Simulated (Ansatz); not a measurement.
**Structure relaxation of TiCo**

The calculation used Ansatz 0.2.0, DFT r2SCAN, scalar-relativistic, plane waves, PAW. Cutoff 500 eV, Γ-centred k mesh, Gaussian smearing, collinear spin, first started from parallel moments.

TiCo was placed on the zinc blende structure type (F-43m, No. 216), with Ti in place of Zn, Co in place of S, at a guessed volume.

```
CELL_PARAMETERS angstrom
0.00000 2.41500 2.41500
2.41500 0.00000 2.41500
2.41500 2.41500 0.00000
ATOMIC_POSITIONS crystal
Ti 0.00000 0.00000 0.00000
Co 0.75000 0.75000 0.75000
```

Steps on the 6×6×6 mesh (2 atoms). 6 of 6 steps are shown, and the free energy counts from the last. Trial steps that were taken back and renewals of the plane-wave basis can be among the rows.

```csv
step,ΔF (meV/atom),V (Å³/atom),P (GPa)
1,394.6,14.08,38.57
2,70.4,16.25,12.50
3,10.0,17.53,3.40
4,3.7,18.07,0.66
5,3.5,18.21,0.02
6,0.0,18.21,0.01
```

A final relaxation ran on a 18×18×18 mesh. The relaxed crystal, F-43m (No. 216):

```cif
data_structure
_symmetry_space_group_name_H-M 'F-43m'
_symmetry_Int_Tables_number 216
_cell_length_a 5.2627
_cell_length_b 5.2627
_cell_length_c 5.2627
_cell_angle_alpha 90.000
_cell_angle_beta 90.000
_cell_angle_gamma 90.000
_cell_volume 145.75
loop_
_atom_site_label
_atom_site_type_symbol
_atom_site_symmetry_multiplicity
_atom_site_Wyckoff_symbol
_atom_site_fract_x
_atom_site_fract_y
_atom_site_fract_z
_atom_site_occupancy
Ti1 Ti 4 a 0.00000 0.00000 0.00000 1
Co1 Co 4 c 0.25000 0.25000 0.25000 1
```

For TiCo, the volume per atom is 18.22 Å³. The density is 4.87 g/cm³, the energy over the elements is 1.09 eV/atom and the gap on the 18×18×18 mesh is 0 eV (a metal). The net moment per atom is 0.38 μB. The largest site moment is 0.57 μB.

The zero of energy is the elements' standard structures at the same level; no fitted shifts are applied.

The final run used a 18×18×18 mesh on its 2-atom cell and 0.10 eV smearing. The k mesh leaves about 4 meV/atom of noise in metals. The magnetic state reached may not be the lowest.

Symmetry constrained the relaxation, so the result can be a saddle point.